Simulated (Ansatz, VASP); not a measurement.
One calculation of Ga, two programs

File INCAR:

```
PREC = Accurate
ENCUT = 520
EDIFF = 1E-6
ISMEAR = -1
SIGMA = 0.05
LREAL = F
LASPH = T
NELM = 80
ALGO = Fast
ISIF = 2
LWAVE = F
LCHARG = F
GGA = PE
NBANDS = 12
```

KPOINTS

```
regular mesh
0
Gamma
  13 13 13
```

The input POSCAR:

```
Ga
1.0
   -1.3457430000      1.3674810000      2.2797440000
    1.3853220000     -1.3814100000      2.3117950000
    1.3842630000      1.4199300000     -2.2880880000
Ga
1
Direct
    0.0001720000      0.0118810000      0.0118730000
```

The input input.yaml:

```yaml
crystal:
  lattice:
    - [-1.345743, 1.367481, 2.279744]
    - [1.385322, -1.38141, 2.311795]
    - [1.384263, 1.41993, -2.288088]
  atoms:
    - { symbol: Ga, position: [0.000172, 0.011881, 0.011873] }
kpoints:
  mp_grid: { grid: [13, 13, 13] }
scf:
  occupations: { method: fermi_dirac, width: 0.05 }
hamiltonian:
  xc: pbe
  pseudopotentials: { kind: all_electron, lapw: { basis_error: 0.001 } }
output:
  forces: true
  stress: true
  eigenvalues: true
  populations: true
```

Change from the starting cell: cell strained at random at fixed volume.

Alike in both runs: task single point; functional PBE; k mesh 13 × 13 × 13; occupations fermi-dirac, width 0.05 eV; no spin polarisation.

```csv
,VASP,Ansatz
version,VASP 6.6.1,Ansatz 0.2.0
potentials or method,"VASP PAW PBE potentials, release 64 (Ga_d)","all-electron LAPW, scalar-relativistic"
plane-wave cutoff (eV),520,see its input
```

Ansatz gave:

```
gap on the k mesh at the Fermi level (eV)       : none
pressure (GPa)                                  : 3.7
largest component of the traceless stress (GPa) : 0.46
```

**Question.** Estimate VASP's values.

**Answer.** gap on the k mesh at the Fermi level (eV): none; pressure (GPa): 3.8; largest component of the traceless stress (GPa): 0.49.

A gap of «none» marks a metal or a gap that the smearing closes. Ansatz ran all-electron here, so the differences hold the error of VASP's frozen core and of both bases.
